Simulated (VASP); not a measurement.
Wanted: the native input for a VASP 6.6.1 run.

```
Task                   : single point
Functional             : PBE
Potentials or basis    : VASP PAW PBE potentials, release 64 (Y_sv)
Cutoff                 : 520 eV
k mesh                 : 9 × 9 × 9
Occupations            : fermi-dirac, width 0.05 eV
Spin                   : no spin polarisation
Dipole correction      : no
Further INCAR settings : ALGO = Normal; EDIFF = 1e-06; NBANDS = 12
```

The structure of Y lies in POSCAR:

```
Y
1.0
    0.0000000000      2.5688921568      2.5688921568
    2.5688921568      0.0000000000      2.5688921568
    2.5688921568      2.5688921568      0.0000000000
Y
1
Direct
    0.0000000000      0.0000000000      0.0000000000
```

This isn't the form of Y at room conditions, which is hcp.

The cell isn't the ideal one: volume scaled by 1.02.

One way to write it, as run:

INCAR

```
SYSTEM = Y
PREC = Accurate
ENCUT = 520
EDIFF = 1E-6
ISMEAR = -1
SIGMA = 0.05
LREAL = .FALSE.
LASPH = .TRUE.
NELM = 100
ALGO = Normal
ISIF = 2
LWAVE = .FALSE.
LCHARG = .FALSE.
GGA = PE
NBANDS = 12
```

KPOINTS

```
Automatic mesh
0
G
  9 9 9
  0 0 0
```

Potentials or basis: VASP PAW PBE potentials, release 64 (Y_sv).

The run is started by

```sh
$ cat potpaw_PBE.64/Y_sv/POTCAR > POTCAR
$ mpirun -np 1 vasp_std > vasp.out
```

Results of the run:

| Quantity | Value |
| --- | --- |
| Pressure | -1.7 GPa |
| Band gap on the k mesh | none (metal or under the smearing width) |

Run time: 10 s on 1 thread of AMD EPYC 9R45 96-Core Processor (Zen 5), with other jobs on the host, peak memory 0.14 GiB.
